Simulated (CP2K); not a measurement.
# KF (Carobbiite) in CP2K: the effect of functional

Crystal: KF (Carobbiite).

```
K F
1.0
     3.77857    0.00000    0.00000
     1.88928    3.27233    0.00000
     1.88928    1.09078    3.08519
K F
1 1
Direct
  0.00000 0.00000 0.00000
  0.50000 0.50000 0.50000
```

Alike in all runs:

```yaml
Program: CP2K 2026.2
Task: band structure
Potentials_or_basis: POTENTIAL_UZH K GTH-PBE-q9, F GTH-PBE-q7; TZVP-MOLOPT-PBE-GTH basis
Density_cutoff: 14966 eV
k_mesh: 9 × 9 × 9
Occupations: fermi-dirac, width 0.05 eV
Spin: no spin polarisation
```

| functional | gap on the mesh (eV) | pressure (GPa) |
| --- | --- | --- |
| PBE | 6.16 | 1.5 |
| LDA | 5.72 | -3.1 |
| PBEsol | 6.00 | -0.4 |
| WC | ? | ? |
| BEEF-vdW | 6.49 | 2.7 |
| BLYP | 6.21 | 2.2 |
| r2SCAN | 6.72 | -0.3 |

Task: What does the run with functional WC give?

Result: gap on the mesh 6.11 eV; pressure -0.3 GPa.

Caveats: the basis of atomic orbitals isn't converged, which shifts pressures, moduli and gaps; the potentials were made for another functional, which shifts forces and pressure (some runs).

